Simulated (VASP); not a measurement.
# Al (Fm-3m) in VASP: elastic constants with LDA

Aim: the elastic constants of Al with LDA.

Everything below comes from runs of VASP 6.6.1. Logs are shortened: lines on timing, memory, paths and dates and some standing lists are left out, and cuts for length are marked.

## Step 1: Starting point

The structure is cubic, space group Fm-3m (No. 225). The conventional cell has a = 4.050 Å, b = 4.050 Å, c = 4.050 Å, α = 90.00°, β = 90.00°, γ = 90.00°. Around Al (site symmetry m-3m) lie 12 Al at 2.86 Å.

## Step 2: Elastic constants, LDA

Contents of POSCAR:

```
Al
1.0
    0.0000000000      2.0248050000      2.0248050000
    2.0248050000      0.0000000000      2.0248050000
    2.0248050000      2.0248050000      0.0000000000
Al
1
Direct
    0.0000000000      0.0000000000      0.0000000000
```

Contents of INCAR.step1:

```
ALGO = Normal ; EDIFF = 1E-8
EDIFFG = -0.002 ; ENCUT = 600
IBRION = 2 ; ISIF = 3
ISMEAR = 0 ; LASPH = T
LCHARG = F ; LREAL = F
LWAVE = F ; NELM = 80
NSW = 40 ; PREC = Accurate
SIGMA = 0.1
```

Contents of INCAR.step2:

```
ALGO = Normal ; EDIFF = 1E-8
ENCUT = 600 ; IBRION = 6
ISIF = 3 ; ISMEAR = 0
LASPH = T ; LCHARG = F
LREAL = F ; LWAVE = F
NELM = 80 ; NFREE = 2
NSW = 1 ; POTIM = 0.015
PREC = Accurate ; SIGMA = 0.1
```

Contents of KPOINTS:

```
k-points
0
Gamma
  18 18 18
```

Potentials or basis: VASP PAW LDA potentials, release 64 (Al).

The run is started by

```sh
cat potpaw_LDA.64/Al/POTCAR > POTCAR
cp INCAR.step1 INCAR
mpirun -np 1 vasp_std > vasp.out
cp CONTCAR POSCAR
cp INCAR.step2 INCAR
mpirun -np 1 vasp_std > vasp.out
```

OUTCAR:

```text
EDIFF = 1E-8
   ENCUT = 600
   IBRION = 6
   ISIF = 3
   ISMEAR = 0
   LASPH = T
   LREAL = F
   NELM = 80
   NFREE = 2
   NSW = 1
   POTIM = 0.015
   PREC = Accurate

 ion  position               nearest neighbor table
   1  0.000  0.000  0.000-

  LATTYP: Found a face centered cubic cell.
 ALAT       =     3.9847338918

  Lattice vectors:

 A1 = (   0.0000000000,   1.9923669459,   1.9923669459)
 A2 = (   1.9923669459,   0.0000000000,   1.9923669459)
 A3 = (   1.9923669459,   1.9923669459,   0.0000000000)

Analysis of symmetry for initial positions (statically):
=====================================================================
 Subroutine PRICEL returns:
 Original cell was already a primitive cell.

 Routine SETGRP: Setting up the symmetry group for a
 face centered cubic supercell.

 Subroutine GETGRP returns: Found 48 space group operations
 (whereof 48 operations were pure point group operations)
 out of a pool of 48 trial point group operations.

The static configuration has the point symmetry O_h .

Analysis of symmetry for dynamics (positions and initial velocities):
=====================================================================
 Subroutine PRICEL returns:
 Original cell was already a primitive cell.

 Routine SETGRP: Setting up the symmetry group for a
 face centered cubic supercell.

 Subroutine GETGRP returns: Found 48 space group operations
 (whereof 48 operations were pure point group operations)
 out of a pool of 48 trial point group operations.

The dynamic configuration has the point symmetry O_h .

 Subroutine INISYM returns: Found 48 space group operations
 (whereof 48 operations are pure point group operations),
 and found     1 'primitive' translations

----------------------------------------------------------------------------------------

[... 323 lines left out ...]
  ---------------------------------------------------
  free energy    TOTEN  =        -4.19019013 eV

  energy without entropy =       -4.18720218  energy(sigma->0) =       -4.18869616

 E-fermi :   8.2279     XC(G=0): -10.5008

 val. band max:        8.2102663025   @ k =  -0.2778   0.2778   0.0556
 cond. band min:       8.2352074961   @ k =  -0.4444   0.3333   0.1111
 fundamental gap:      0.0249411937
 Fermi energy:         8.2279400754

 k-point     1 :       0.0000    0.0000    0.0000
  band No.  band energies     occupation
      1      -3.1576      2.00000
      2      21.0383      0.00000
      3      21.0383      0.00000
      4      21.0383      0.00000
      5      22.6867      0.00000
[... 177 lines left out ...]
 k-point    24 :      -0.2222    0.0556    0.0000
  band No.  band energies     occupation
      1      -1.4747      2.00000
      2      12.1535      0.00000
      3      17.7126      0.00000
      4      20.6050      0.00000
      5      22.3735      0.00000

 [... further k-points ...]
[... 5 lines left out ...]
  --------------------------------------------------------------------------------------
  -------------------------------------------------------------------------------------
  Total        0.0002451      0.0002451      0.0002451      0.0000000     -0.0000000      0.0000000
  in kB        0.0248280      0.0248280      0.0248280      0.0000000     -0.0000000      0.0000000
  external PRESSURE =       0.0248280 kB  Pullay stress =       0.0000000 kB
[... 16 lines left out ...]
  FREE ENERGIE OF THE ION-ELECTRON SYSTEM (eV)
  ---------------------------------------------------
  free  energy   TOTEN  =        -4.1901901343 eV

  energy  without entropy=       -4.1872021787  energy(sigma->0) =       -4.18869616

 INTERNAL STRAIN TENSORS FROM STRAINED CELLS
 ============================================

 INTERNAL STRAIN TENSOR FOR ION    1 for displacements in x,y,z  (eV/Angst):
          X           Y           Z          XY          YZ          ZX
  --------------------------------------------------------------------------------
  x     0.00000     0.00000    -0.00000     0.00000     0.00000    -0.00000
  y     0.00000     0.00000     0.00000     0.00000    -0.00000    -0.00000
  z     0.00000    -0.00000    -0.00000     0.00000     0.00000     0.00000

 INTERNAL STRAIN TENSORS FROM DISPLACED ATOMS
 ============================================

 INTERNAL STRAIN TENSOR FOR ION    1 for displacements in x,y,z  (eV/Angst):
          X           Y           Z          XY          YZ          ZX
  --------------------------------------------------------------------------------
  x     0.00000     0.00000     0.00000     0.00000     0.00000     0.00000
  y     0.00000     0.00000     0.00000     0.00000     0.00000     0.00000
  z     0.00000     0.00000     0.00000     0.00000     0.00000     0.00000

 Eigenvectors and eigenvalues of the dynamical matrix
 ----------------------------------------------------

   1 f/i=    0.000000 THz     0.000000 2PiTHz    0.000000 cm-1     0.000000 meV
             X         Y         Z           dx          dy          dz
      0.000000  0.000000  0.000000     0.629198   -0.777245    0.000000

   2 f/i=    0.000000 THz     0.000000 2PiTHz    0.000000 cm-1     0.000000 meV
             X         Y         Z           dx          dy          dz
      0.000000  0.000000  0.000000    -0.777245   -0.629198    0.000000

   3 f/i=    0.000000 THz     0.000000 2PiTHz    0.000000 cm-1     0.000000 meV
             X         Y         Z           dx          dy          dz
      0.000000  0.000000  0.000000     0.000000    0.000000    1.000000

--------------------------------------------------------------------------------------------------------

 ELASTIC MODULI CONTR FROM IONIC RELAXATION (kBar)
 Direction    XX          YY          ZZ          XY          YZ          ZX
 --------------------------------------------------------------------------------
 XX           0.0000      0.0000      0.0000      0.0000      0.0000      0.0000
 YY           0.0000      0.0000      0.0000      0.0000      0.0000      0.0000
 ZZ           0.0000      0.0000      0.0000      0.0000      0.0000      0.0000
 XY           0.0000      0.0000      0.0000      0.0000      0.0000      0.0000
 YZ           0.0000      0.0000      0.0000      0.0000      0.0000      0.0000
 ZX           0.0000      0.0000      0.0000      0.0000      0.0000      0.0000
 --------------------------------------------------------------------------------

 TOTAL ELASTIC MODULI (kBar)
 Direction    XX          YY          ZZ          XY          YZ          ZX
 --------------------------------------------------------------------------------
 XX         888.4481    825.5729    825.5729      0.0000      0.0000     -0.0000
 YY         825.5729    888.4481    825.5729     -0.0000      0.0000     -0.0000
 ZZ         825.5729    825.5729    888.4481      0.0000     -0.0000     -0.0000
 XY           0.0000     -0.0000      0.0000     53.4475      0.0000      0.0000
 YZ           0.0000      0.0000     -0.0000      0.0000     53.4475      0.0000
 ZX          -0.0000     -0.0000     -0.0000      0.0000      0.0000     53.4475
 --------------------------------------------------------------------------------
```

It took 3.6 min on 1 thread of Intel Xeon Platinum 8488C (Sapphire Rapids), shared host; peak memory 0.36 GiB.

Results:

```yaml
Relaxed_volume: 15.82 Å³/atom
Relaxed_cell: a = 2.818 Å, b = 2.818 Å, c = 2.818 Å, α = 60.00°, β = 60.00°, γ = 60.00°
Space_group_after_relaxing_to_0.05_Å: Fm-3m (No. 225)
Elastic_constants_C11_C12_C44: 89, 83, 5 GPa
Voigt_bulk_modulus: 85 GPa
```

Step by step:
```csv
step,energy change (eV),largest force (eV/Å),pressure (GPa),volume (Å³)
1,0.0000,0.0000,-3.60,16.60
2,-0.0090,0.0000,0.50,15.72
3,-0.0092,0.0000,0.00,15.82
```

Final structure:
```
CELL_PARAMETERS angstrom
0.00000 1.99237 1.99237
1.99237 0.00000 1.99237
1.99237 1.99237 0.00000
ATOMIC_POSITIONS crystal
Al 0.00000 0.00000 0.00000
```

Elastic tensor in Voigt notation (GPa, in the Cartesian axes of the cell as first typed):
```
89 83 83  0  0  0
83 89 83  0  0  0
83 83 89  0  0  0
 0  0  0  5  0  0
 0  0  0  0  5  0
 0  0  0  0  0  5
```

Clamped-ion elastic tensor (GPa):
```
89 83 83  0  0  0
83 89 83  0  0  0
83 83 89  0  0  0
 0  0  0  5  0  0
 0  0  0  0  5  0
 0  0  0  0  0  5
```
